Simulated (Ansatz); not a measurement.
# Electron scattering at the Σ5 (210) boundary in fcc Rh with Ti (substitutional), part 2 of 2

Aim: the relaxed structure and the specific resistance of the Σ5 (210) boundary in fcc Rh with Ti (substitutional).

Ansatz 0.2.0; Ansatz plane-wave DFT, PBE, PAW files; relaxation of a bicrystal slab with its lowest layers held; PAW set soft_1 (the session's first sound run).

So far. Step 2 (Relaxing the bicrystal): The largest force component on a free atom ends at 0.0049 eV/Å, under the tolerance of 0.03, after 12 steps.

### Step 3. Transmission across the boundary

Bulk layers of each grain are laid under and over the relaxed boundary, and a lead is named in the middle of each, away from the free faces. The mesh across the current, 18×18, is finer than the density's, because channels open and close sharply across the zone. Energies from -0.1 to 0.1 eV in steps of 0.05 eV are too few for the program's thermal sum, so it prints no conductance; for a metal the transmission near the Fermi level serves, at a fraction of the cost.

This step: Ansatz plane-wave DFT, PBE, PAW files; ballistic transport by layer matching (Landauer), zero bias; boundary relaxed in a short slab, bulk layers laid on; PAW set soft_1 (Ansatz 0.2.0).

System of this step: Σ5 (210) boundary in fcc Rh with Ti (substitutional). The cell holds 48 atoms: 47 Rh and 1 Ti. Cell: a = 4.658 Å, b = 3.803 Å, c = 48.474 Å, α = 90.0°, β = 90.0°, γ = 65.9°. It derives from Rh. Regions: lower grain, 20 atoms (20 Rh); boundary, 12 atoms (11 Rh and 1 Ti); upper grain, 16 atoms (16 Rh). Vacuum lies along c.

input.yaml reads:

```yaml
crystal:
  lattice:
    - [4.6578272204, 0.0, 0.0]
    - [1.5526090735, 3.4717394307, 0.0]
    - [0.0, 0.0, 48.4744550304]
  atoms:
    - { symbol: Rh, position: [-15.6, 7.7999999999, 0.0825176889] }
    - { symbol: Rh, position: [-15.0, 7.4999999999, 0.1000609292] }
    - { symbol: Rh, position: [-14.4, 7.1999999999, 0.1176041695] }
    - { symbol: Rh, position: [-13.8, 6.9, 0.1351474098] }
    - { symbol: Rh, position: [-13.2, 6.6, 0.1526906501] }
    - { symbol: Rh, position: [-12.6, 6.3, 0.1702338904] }
    - { symbol: Rh, position: [-12.0, 6.0, 0.1877771306] }
    - { symbol: Rh, position: [-11.4, 5.7, 0.2053203709] }
    - { symbol: Rh, position: [-10.8, 5.4, 0.2228636112] }
    - { symbol: Rh, position: [-10.2, 5.1, 0.2404068515] }
    - { symbol: Rh, position: [-9.6, 4.8, 0.2579500918] }
    - { symbol: Rh, position: [-9.0, 4.5, 0.2754933321] }
    - { symbol: Rh, position: [-8.4, 4.2, 0.2930365724] }
    - { symbol: Rh, position: [-7.8, 3.9, 0.3105798127] }
    - { symbol: Rh, position: [-7.2, 3.6, 0.328123053] }
    - { symbol: Rh, position: [-6.6, 3.3, 0.3456662932] }
    - { symbol: Rh, position: [-6.0, 3.0, 0.3632095335] }
    - { symbol: Rh, position: [-5.4, 2.7, 0.3807527738] }
    - { symbol: Rh, position: [-4.8, 2.4, 0.3982960141] }
    - { symbol: Rh, position: [-4.2, 2.1, 0.4158392544] }
    - { symbol: Rh, position: [0.4, 0.8, 0.4333824947] }
    - { symbol: Rh, position: [0.9955603161, 0.502219842, 0.4512834324] }
    - { symbol: Rh, position: [0.595630604, 0.202184698, 0.4684655636] }
    - { symbol: Rh, position: [0.2035719314, 0.8982140343, 0.48661725] }
    - { symbol: Rh, position: [0.8054467076, 0.5972766462, 0.505829446] }
    - { symbol: Rh, position: [0.4086268236, 0.2956865882, 0.5220859889] }
    - { symbol: Ti, position: [0.0093598173, -0.0046799087, 0.5375260948] }
    - { symbol: Rh, position: [0.5720182555, 0.7139908723, 0.5616726548] }
    - { symbol: Rh, position: [-0.0456899976, 1.0228449988, 0.5854051196] }
    - { symbol: Rh, position: [0.362481737, 0.3187591315, 0.5991108623] }
    - { symbol: Rh, position: [0.7578451948, 0.6210774026, 0.6180466816] }
    - { symbol: Rh, position: [0.1651691926, 0.9174154037, 0.6367904665] }
    - { symbol: Rh, position: [-4.4348308074, 2.2174154037, 0.6543337068] }
    - { symbol: Rh, position: [-5.0348308074, 2.5174154037, 0.671876947] }
    - { symbol: Rh, position: [-5.6348308074, 2.8174154037, 0.6894201873] }
    - { symbol: Rh, position: [-6.2348308074, 3.1174154037, 0.7069634276] }
    - { symbol: Rh, position: [-6.8348308074, 3.4174154037, 0.7245066679] }
    - { symbol: Rh, position: [-7.4348308074, 3.7174154037, 0.7420499082] }
    - { symbol: Rh, position: [-8.0348308074, 4.0174154037, 0.7595931485] }
    - { symbol: Rh, position: [-8.6348308074, 4.3174154037, 0.7771363888] }
    - { symbol: Rh, position: [-9.2348308074, 4.6174154037, 0.7946796291] }
    - { symbol: Rh, position: [-9.8348308074, 4.9174154037, 0.8122228694] }
    - { symbol: Rh, position: [-10.4348308074, 5.2174154037, 0.8297661096] }
    - { symbol: Rh, position: [-11.0348308074, 5.5174154037, 0.8473093499] }
    - { symbol: Rh, position: [-11.6348308074, 5.8174154037, 0.8648525902] }
    - { symbol: Rh, position: [-12.2348308074, 6.1174154037, 0.8823958305] }
    - { symbol: Rh, position: [-12.8348308074, 6.4174154037, 0.8999390708] }
    - { symbol: Rh, position: [-13.4348308074, 6.7174154036, 0.9174823111] }
kpoints:
  mp_grid: { grid: [7, 7, 1] }
hamiltonian:
  xc: pbe
  pseudopotentials: { kind: paw, azcp: { folder: soft_1 } }
scf:
  occupations: { method: fermi_dirac, width: 0.1 }
output:
  transmission:
    leads: [[11, 12], [38, 39]]
    kmesh: [18, 18]
    e_range: [-0.1, 0.1]
    de: 0.05
  write_potential: true
  write_density: true
  volumetric_format: npy
  elf: true
```

On the command line:

```
$ ansatz run input.yaml --threads 4 --pin off --max-ram 15360MiB --backend cpu --events-out ev --progress --plain --runs-dir out
```

Numbers of over 12 decimals in the logs are rounded to 6 here.

Output:

```text
[...]
Crystal: 48 atoms, lattice volume = 783.869 Å³
Basis set: ecut = 420 eV, 15347 PW (Γ)
Bands: 487, of which v1, the nominal top of the filled ones, is band 406 counted from 1 (405 counted from 0)
Symmetry: 2 space group operations
[...]
k-points: 16 of 49 (time reversal used)
[...]
SCF iter   1: F=—  HF=-303458.938530 eV  |F-HF|=—  |Δ(HF+E_count)|=         —  Δρ=1.07e-1  dr2=6.58e2  ethr=3.10e-3  ⟨swp⟩=5.9  Hψ=25435  notcnv=0  defer=293
[...]
SCF iter  12: F=-303434.249430 eV  HF=-303434.249430 eV  |F-HF|=8.60e-8  |Δ(HF+E_count)|=   2.27e-9  Δρ=2.48e-6  dr2=9.99e-8  ethr=1.23e-11  ⟨swp⟩=10.3  Hψ=27511  notcnv=0
SCF 1 converged in 12 iterations: F = -303434.249430 eV  dr2 = 9.99e-8
[...]
transmission: 576 of 5733 steps passed
transmission: 1150 of 5733 steps passed
[...]
transmission: 5733 of 5733 steps passed
WARN: The output density's exchange-correlation potential varies sharply where the density is thin. Do not read a vacuum level from v_tot or v_xc, or from such a field of the output density. On a cell that repeats whose density bears no net charge and no dipole along the vacuum's axis use v_es (v_loc + v_h of the components); under efield.dipole_correction with no amplitude use v_es + v_field, which holds any externa [...]
SCF converged after 12 iterations
Free energy (F): -303434.249430 eV
[...]
Internal energy: -303431.959491 eV  (E = F + TS)
E sigma→0 (E₀):  -303433.104460 eV
Entropy (-TS):   -2.289939 eV (-47.707 meV/atom)
Fermi energy:    18.025279 eV
[...]
--- Band table (eV; the first three rows and the last of 16) ---
  k-point 0: bands = [... 402 lower, 17.9982, 18.0432, 18.0489, 18.0737, 18.0896, 18.1166, 18.1321, 18.1896, ... 77 higher]
  k-point 1: bands = [... 402 lower, 17.9678, 18.0044, 18.0247, 18.0393, 18.0932, 18.1128, 18.1334, 18.1724, ... 77 higher]
  k-point 2: bands = [... 402 lower, 17.8336, 17.8692, 17.9388, 17.9899, 18.0746, 18.0922, 18.1032, 18.1255, ... 77 higher]
  k-point 15: bands = [... 402 lower, 18.2189, 18.2250, 18.2543, 18.2641, 18.2658, 18.2728, 18.2772, 18.2812, ... 77 higher]
--- Transmission ---
  basis      : 141 plane waves across, 63 finite elements along
  points     : 91, standing for a mesh of 18 x 18
  energies   : 5 from -0.100000 to 0.100000 eV about the Fermi level, 0.050000 eV apart; the leads are filled to 0.000000 eV, and channels, transmission and decay are at 0.000000 eV
  crystal 0  : Rh3, at the sites [11, 12], period 2.5512 Å, over 17.86 Å; its Hamiltonian steps by up to 9.7 meV
    offset         : up to 0.0000 Å between an atom of the period and one for which it stands
    channels       : 4.895062e0 a spin
    conductance    : none, the energies end too early or step too widely for 300 K: set another output.transmission.e_range or a lower de, or, where they end at an eighth of basis.ecutwfc, a higher one
[...]
channels       : 4.882716e0 a spin
[...]
junction   : crystal 0 to crystal 1, 12.66 to 35.27 Å
    transmission   : 1.703513e0 a spin
[...]
```

It took 6.4 min on 4 threads of Intel Xeon 6975P-C (Granite Rapids), shared host; peak memory 10 GiB.

This step gave:

* free energy: -303434.2494 eV
* energy at zero smearing: -303433.1045 eV
* Fermi energy: 18.03 eV
* cell area: 16.17 Å²
* transmission per spin nearest the Fermi level: 1.704
* open channels per spin nearest the Fermi level: 4.895
* open channels per spin, upper lead: 4.883
* step of the lead's potential: 9.7 meV
* step of the upper lead's potential: 9.7 meV

Per spin. Table of transmission, zone mean by energy, zero at the Fermi level:

```tsv
energy (eV)	transmission, zone mean
-0.1000	1.67
-0.0500	1.68
0.0000	1.70
0.0500	1.73
0.1000	1.75
```

Per spin. Open channels, zone mean against energy, zero at the Fermi level:

```tsv
energy (eV)	lead	upper lead
-0.1000	4.79	4.79
-0.0500	4.90	4.89
0.0000	4.90	4.88
0.0500	4.92	4.92
0.1000	5.10	5.11
```

Transmission over k1 and k2. At 0.0000 eV from the Fermi level.

Ten even steps from '_' (0.49) to '@' (4.11):
```
++--..--==--..--++==::--::..::--::==
----::----::----::::::::....::::::::
------------------::..........::----
====::::======::________________::==
==--++--====....______________....==
########**==::....________....::==**
@@@@@@##++--........__........--++##
@@@@@@%%==--::::::::::::::::--==%%@@
@@@@%%++====::::::::::::::====++%%@@
@@@@%%==--::::::::::::::::--==%%@@@@
@@##++--........__........--++##@@@@
##**==::....________....::==**######
====....______________....====--++--
====::________________::======::::==
------::..........::----------------
--::::::::....::::::::----::----::--
++==::--::..::--::==++--..--==--..--
====------------======------------==
```
Columns: k1 (b1) from -0.5 to 0.444; rows upwards: k2 (b2) from -0.5 to 0.444.

Open channels over k1 and k2. At 0.0000 eV from the Fermi level.

Ten even steps from '0' (2.00) to '9' (8.00):
```
655565556655535556
553333553555335553
565556553553335535
553355631113311136
556555310000000135
688685333111133358
999663333535333366
999856555555556589
999666555655566699
998565555555565899
966333353533336699
685333111133358688
553100000001355565
563111331113655335
553553335535565556
535553355535533335
665553555665556555
665555556665555556
```
Columns: k1 (b1) from -0.5 to 0.444; rows upwards: k2 (b2) from -0.5 to 0.444.

ELF in the cb plane at fractional x = 0.000, with atoms of Rh and Ti within 0.2 Å of it. It is the smooth field of the valence electrons, not physical close to the nuclei.

Values, 6 rows by 16 columns, each cell a mean:
```
0.57 0.24 0.27 0.23 0.20 0.23 0.27 0.24 0.65 0.35 0.54 0.46 0.24 0.37 0.22 0.21
0.27 0.24 0.25 0.25 0.38 0.25 0.25 0.27 0.19 0.17 0.25 0.26 0.25 0.24 0.29 0.34
0.20 0.28 0.26 0.36 0.69 0.31 0.28 0.29 0.28 0.17 0.18 0.24 0.23 0.22 0.49 0.62
0.21 0.25 0.25 0.33 0.64 0.29 0.26 0.28 0.24 0.17 0.19 0.24 0.23 0.23 0.43 0.55
0.35 0.24 0.24 0.24 0.28 0.24 0.25 0.25 0.30 0.20 0.32 0.30 0.25 0.24 0.25 0.26
0.63 0.24 0.31 0.23 0.20 0.24 0.30 0.26 0.68 0.40 0.59 0.52 0.25 0.43 0.22 0.21
```
Columns run along c (16.0 Å, from fractional 0.36 to 0.69 of the cell), rows up along b (3.8 Å). Atoms in or near the plane, at fractional coordinates: Rh at (0.45, 0.50), Ti at (0.54, 0.00), Rh at (0.59, 0.02), Rh at (0.67, 0.52).

Valence density in the cb plane at fractional x = 0.000, with atoms of Rh and Ti within 0.2 Å of it. It is the smooth field of the valence electrons, not physical close to the nuclei.

Values in units of 1e0 e/Å³, 6 rows by 16 columns, each cell a mean:
```
5.6 0.4 0.7 0.4 0.2 0.4 0.6 0.4 5.2 1.1 4.3 3.5 0.5 1.4 0.4 0.2
0.7 0.4 0.4 0.5 1.7 0.4 0.4 0.4 0.4 0.2 0.5 0.5 0.3 0.4 0.8 1.3
0.2 0.8 0.6 1.7 9.5 1.0 0.6 0.8 0.2 0.1 0.1 0.3 0.5 0.3 4.0 7.1
0.2 0.6 0.5 1.3 7.0 0.8 0.5 0.7 0.2 0.1 0.2 0.3 0.4 0.3 2.9 5.2
1.4 0.3 0.4 0.4 0.7 0.3 0.4 0.3 1.0 0.3 1.1 1.0 0.3 0.5 0.5 0.6
7.6 0.4 0.9 0.4 0.2 0.5 0.7 0.5 7.4 1.6 5.9 4.8 0.5 1.9 0.4 0.2
```
Columns run along c (16.0 Å, from fractional 0.36 to 0.69 of the cell), rows up along b (3.8 Å). Atoms in or near the plane, at fractional coordinates: Rh at (0.45, 0.50), Ti at (0.54, 0.00), Rh at (0.59, 0.02), Rh at (0.67, 0.52).

Electrostatic potential energy in the cb plane at fractional x = 0.000, with atoms of Rh and Ti within 0.2 Å of it. With pseudopotentials it is smooth inside the atoms' cores, unlike the true potential.

Ten even steps from '0' (-54 eV) to '9' (21 eV), each cell a mean:
```
01589976799999987789964345873002799755799999
34799988999999998899986557996436899877899999
88999999998667999999998889999889999999997678
99998889985113799987899999999999999999973125
99986689972001599876789999999999988999951003
99987789983001699976799999999999998999951004
99998899996335899988899999999999999999985347
67899999999889999999997678998668999988998889
02699987899999988899974446884114799866899999
00489876799999986789864335772001698644699999
```
Columns run along c (16.0 Å, from fractional 0.36 to 0.69 of the cell; values clipped at the 3rd and 97th percentile), rows up along b (3.8 Å). Atoms in or near the plane, at fractional coordinates: Rh at (0.45, 0.50), Ti at (0.54, 0.00), Rh at (0.59, 0.02), Rh at (0.67, 0.52).

Over the solved energies the transmission per spin lies between 1.67 and 1.75, out of 4.92 channels of the lead on average (up to 5.10).

### Step 4. Specific resistance

This step: Ansatz plane-wave DFT, PBE, PAW files; ballistic transport by layer matching (Landauer), zero bias; specific resistance of the boundary; PAW set soft_1 (Ansatz 0.2.0).

This step gave:

* area resistance: 0.7990 fΩ m²
* T over the leads' mean channel count: 0.3468

Averaged over the energies near the Fermi level, 34.7 % of the channels pass, which makes 0.799 fΩ m².

By hand, with T and the leads' channels N averaged over the energies near the Fermi level: RA = A (h/2e²)(1/T − ½[1/N₁ + 1/N₂]) = 16.17×10⁻²⁰ m² × 12 906 Ω × (1/1.706 − ½[1/4.923 + 1/4.919]) = 0.799 fΩ m².

### Step 5. What came out

* specific resistance of the boundary: 0.799 fΩ m²
* share of channels that pass: 0.347

The boundary has a specific resistance of 0.80 fΩ m². The boundary reflects 65 % of the channels; 0.80 fΩ m² is 8.0×10⁻¹² Ω·cm². One Ti in 16.2 Å² of boundary is a high coverage. In the relaxation the upper grain slid sideways by about 1.0 Å, so the result belongs to the position that it found, not to the starting one. Each plane of this narrow cell holds one atom, so the solute fills a whole plane. One starting structure was relaxed; another shift or atom count at the boundary may lie lower.

[Logs are printed without paths, hosts, clocks, repeated set-up lines and the standing remarks that a program may print on its own settings, such as how far it seeks lower states.]

[Hosts, paths, dates, database ids (printed as entryN), source tags and the programs' standing remarks are cut or masked in the printed files.]
